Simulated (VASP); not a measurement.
# Be (P6_3/mmc) in VASP: a series of runs

The runs below take Be through single point, with LDA.

All numbers are computed with VASP 6.6.1; they aren't measurements. Logs are shortened: lines on timing, memory, paths and dates and some standing lists are left out, and cuts for length are marked.

## Step 1: The structure

Symmetry: P6_3/mmc, No. 194, hexagonal system. Conventional cell: a = 2.285 Å, b = 2.285 Å, c = 3.584 Å, α = 90.00°, β = 90.00°, γ = 120.00°. Be (site symmetry -6m2) has 12 Be at 2.23 to 2.29 Å as nearest neighbours.

## Step 2: Single point, LDA

File INCAR:

```
  ADDGRID = F
  ALGO = Normal
  EDIFF = 1E-6
  ENCUT = 460
  GGA = CA
  ISIF = 2
  ISMEAR = 1
  LASPH = T
  LCHARG = F
  LREAL = F
  LWAVE = F
  NELM = 100
  PREC = Normal
  SIGMA = 0.2
```

File KPOINTS:

```
k-points
0
Gamma
  6 6 4
```

File POSCAR:

```
Be
1.0
    2.2853000000      0.0000000000      0.0000000000
   -1.1426500000      1.9791278553      0.0000000000
    0.0000000000      0.0000000000      3.5842000000
Be
2
Direct
    0.6666666667      0.3333333333      0.7500000000
    0.3333333333      0.6666666667      0.2500000000
```

Potentials or basis: VASP PAW LDA potentials, release 64 (Be).

Run with:

```bash
$ cat potpaw_LDA.64/Be/POTCAR > POTCAR
$ mpirun -np 1 vasp_std > vasp.out
```

OUTCAR:

```text
EDIFF = 1E-6
   ENCUT = 460
   GGA = CA
   ISIF = 2
   ISMEAR = 1
   LASPH = T
   LREAL = F
   NELM = 100
   PREC = Normal

 Found     21 irreducible k-points:

 Following reciprocal coordinates:
            Coordinates               Weight
  0.000000  0.000000  0.000000      1.000000
  0.166667  0.000000  0.000000      6.000000
  0.333333  0.000000  0.000000      6.000000
  0.500000  0.000000  0.000000      3.000000
  0.166667  0.166667  0.000000      6.000000
  0.333333  0.166667  0.000000     12.000000
   k-points           NKPTS =     21   k-points in BZ     NKDIM =     21   number of bands    NBANDS=      6
   number of dos      NEDOS =    301   number of ions     NIONS =      2
   total plane-waves  NPLWV =   2880
   dimension x,y,z NGX =    12 NGY =   12 NGZ =   20
   dimension x,y,z NGXF=    24 NGYF=   24 NGZF=   40
   ions per type =               2
   NGX,Y,Z   is equivalent  to a cutoff of   8.73,  8.73,  9.28 a.u.
   NGXF,Y,Z  is equivalent  to a cutoff of  17.46, 17.46, 18.55 a.u.
 SYSTEM =  unknown system
   PREC   = normal    normal or accurate (medium, high low for compatibility)
   ISTART =      0    job   : 0-new  1-cont  2-samecut
   ICHARG =      2    charge: 1-file 2-atom 10-const
   ISPIN  =      1    spin polarized calculation?
   LNONCOLLINEAR =      F non collinear calculations
   LSORBIT =      F    spin-orbit coupling
   LASPH  =      T    aspherical Exc in radial PAW
   ENCUT  =  460.0 eV  33.81 Ry    5.81 a.u.   4.00  4.00  6.27*2*pi/ulx,y,z
   NELM   =    100;   NELMIN=  2; NELMDL= -5     # of ELM steps
   EDIFF  = 0.1E-05   stopping-criterion for ELM
[... 30 lines left out ...]
 non-spin polarized calculation
 Methfessel and Paxton  Order N= 1 SIGMA  =   0.20
  energy-cutoff  :      460.00
  volume of cell :       16.21
 maximum number of plane-waves:       373
   NGX =  7   NGY =  7   NGZ = 13

 number of electron       4.0000000 magnetization

 Free energy of the ion-electron system (eV)
  ---------------------------------------------------
  ext. energy  EPLUGINS =         0.00000000
  ---------------------------------------------------
  free energy    TOTEN  =        -8.33338537 eV

  energy without entropy =       -8.33541927  energy(sigma->0) =       -8.33406333

 E-fermi :   5.9227     XC(G=0): -10.5389

 val. band max:        5.7575649250   @ k =   0.3333   0.1667   0.0000
 cond. band min:       6.2935230806   @ k =   0.3333   0.0000   0.0000
 fundamental gap:      0.5359581556
 Fermi energy:         5.9227300417

 k-point     1 :       0.0000    0.0000    0.0000
  band No.  band energies     occupation
      1      -4.4942      2.00000
      2       2.2592      2.00000
      3       7.7850     -0.00000
      4      21.9221      0.00000
      5      21.9221      0.00000
      6      24.7249      0.00000

 k-point     2 :       0.1667    0.0000    0.0000
  band No.  band energies     occupation
      1      -3.7168      2.00000
      2       3.2800      2.00000
      3       7.9518     -0.00000
      4      17.4648      0.00000
      5      19.2086      0.00000
      6      24.3920      0.00000

 k-point     3 :       0.3333    0.0000    0.0000
  band No.  band energies     occupation
      1      -1.3914      2.00000
      2       6.2935     -0.02489
      3       7.0428     -0.00000
      4      12.7968      0.00000
      5      16.5462      0.00000
      6      18.4939      0.00000

 k-point     4 :       0.5000    0.0000    0.0000
  band No.  band energies     occupation
      1       1.6722      2.00000
      2       3.5052      2.00000
      3      10.0966      0.00000
      4      13.0029      0.00000
      5      13.2067      0.00000
      6      15.6056      0.00000

 k-point     5 :       0.1667    0.1667    0.0000
  band No.  band energies     occupation
      1      -2.1556      2.00000
      2       5.3020      2.00010
      3       8.0775     -0.00000
      4      13.2509      0.00000
      5      15.5403      0.00000
      6      21.3647      0.00000

 k-point     6 :       0.3333    0.1667    0.0000
  band No.  band energies     occupation
      1       0.9298      2.00000
      2       5.7576      1.99273
      3       9.1712     -0.00000
      4      10.3671      0.00000
      5      13.5252      0.00000
      6      15.5421      0.00000

 [... further k-points ...]
[... 5 lines left out ...]
  --------------------------------------------------------------------------------------
  -------------------------------------------------------------------------------------
  Total       -0.3697293     -0.3697293     -1.5452310      0.0000000     -0.0000000      0.0000000
  in kB      -36.5414004    -36.5414004   -152.7195723      0.0000000     -0.0000000      0.0000000
  external PRESSURE =     -75.2674577 kB  Pullay stress =       0.0000000 kB

 VOLUME and BASIS-vectors are now :
 -----------------------------------------------------------------------------
  energy-cutoff  :      460.00
  volume of cell :       16.21
      direct lattice vectors                 reciprocal lattice vectors
     2.285300000  0.000000000  0.000000000     0.437579311  0.252636533  0.000000000
    -1.142650000  1.979127855  0.000000000     0.000000000  0.505273066  0.000000000
     0.000000000  0.000000000  3.584200000     0.000000000  0.000000000  0.279002288

 POSITION                                       TOTAL-FORCE (eV/Angst)
 -----------------------------------------------------------------------------------
      1.14265      0.65971      2.68815        -0.000000      0.000000      0.000000
     -0.00000      1.31942      0.89605         0.000000      0.000000      0.000000
 -----------------------------------------------------------------------------------
    total drift:                                0.000000     -0.000000      0.000000

  FREE ENERGIE OF THE ION-ELECTRON SYSTEM (eV)
  ---------------------------------------------------
  free  energy   TOTEN  =        -8.3333853665 eV

  energy  without entropy=       -8.3354192683  energy(sigma->0) =       -8.33406333
```

Wall time 0.7 s (1 thread of AMD EPYC 9R45 (Zen 5), shared host); peak memory 0.07 GiB.

The run converged, but some of its settings lie outside the range that counts as converged, so its numbers aren't taken as properties of the crystal.

Results:

- Free energy: -8.3334 eV
- Pressure: -7.5 GPa
- Band gap on the k mesh: none (metal or under the smearing width)

Caveat: the k mesh is coarse (spacing up to 0.53 Å⁻¹), so the values aren't converged.

## Step 3: Single point, LDA

INCAR is that of step 2.

KPOINTS is that of step 2.

File POSCAR:

```
Be
1.0
    2.2853000000      0.0000000000      0.0000000000
   -1.1426500000      1.9791278553      0.0000000000
    0.0000000000      0.0000000000      3.5842000000
Be
2
Direct
    0.6556040000      0.3139550000      0.7387090000
    0.3030700000      0.6820070000      0.2728280000
```

Potentials or basis: VASP PAW LDA potentials, release 64 (Be).

Run with:

```bash
$ cat potpaw_LDA.64/Be/POTCAR > POTCAR
$ mpirun -np 1 vasp_std > vasp.out
```

It took 1.3 s on 1 thread of AMD EPYC 9R45 (Zen 5), shared host; peak memory 0.07 GiB.

These settings aren't checked as converged: the numbers below hold their error.

Results:

| Property | Result |
| --- | --- |
| Free energy | -8.2615 eV |
| Pressure | -6.1 GPa |
| Largest force | 0.942 eV/Å |
| Band gap on the k mesh | none (metal or under the smearing width) |

Caveat: the k mesh is coarse (spacing up to 0.53 Å⁻¹), so the values aren't converged.

## Step 4: Single point, LDA

INCAR: that of step 3 with these lines changed.

```diff
@@ -9,6 +9,6 @@
   LCHARG = F
-  LREAL = F
+  LREAL = Auto
   LWAVE = F
   NELM = 100
-  PREC = Normal
+  PREC = Accurate
   SIGMA = 0.2
```

KPOINTS is that of step 3.

File POSCAR:

```
Be
1.0
    2.2853000000      0.0000000000      0.0000000000
   -1.1426500000      1.9791278553      0.0000000000
    0.0000000000      0.0000000000      3.5842000000
Be
2
Direct
    0.6666666667      0.3333333333      0.7500000000
    0.3333333333      0.6666666667      0.2500000000
```

Run with:

```bash
$ cat potpaw_LDA.64/Be/POTCAR > POTCAR
$ mpirun -np 1 vasp_std > vasp.out
```

Run time: 1.3 s. Hardware: 1 thread of AMD EPYC 9R45 (Zen 5), shared host; peak memory 0.08 GiB.

The run converged, but some of its settings lie outside the range that counts as converged, so its numbers aren't taken as properties of the crystal.

Results:

- Free energy: -8.3337 eV
- Pressure: -7.5 GPa
- Band gap on the k mesh: none (metal or under the smearing width)

Caveat: the k mesh is coarse (spacing up to 0.53 Å⁻¹), so the values aren't converged.

## Step 5: Single point, LDA

INCAR is that of step 4.

KPOINTS is that of step 4.

File POSCAR:

```
Be
1.0
    2.2853000000      0.0000000000      0.0000000000
   -1.1426500000      1.9791278553      0.0000000000
    0.0000000000      0.0000000000      3.5842000000
Be
2
Direct
    0.6556040000      0.3139550000      0.7387090000
    0.3030700000      0.6820070000      0.2728280000
```

Run with:

```bash
$ cat potpaw_LDA.64/Be/POTCAR > POTCAR
$ mpirun -np 1 vasp_std > vasp.out
```

Wall time 3.7 s (1 thread of AMD EPYC 9R45 (Zen 5), shared host); peak memory 0.08 GiB.

These settings aren't checked as converged: the numbers below hold their error.

What came out:

```
Free energy            : -8.2618 eV
Pressure               : -6.1 GPa
Largest force          : 0.942 eV/Å
Band gap on the k mesh : none (metal or under the smearing width)
```

Caveat: the k mesh is coarse (spacing up to 0.53 Å⁻¹), so the values aren't converged.

## Step 6: For comparison

An earlier run on the cell as given: functional PBE; potentials or basis VASP PAW PBE potentials, release 64 (Be); cutoff 520 eV; k mesh 13 × 13 × 8; occupations fermi-dirac, width 0.05 eV; no spin polarisation.

- Pressure: -2.7 GPa
- Band gap on the k mesh: none (metal or under the smearing width)
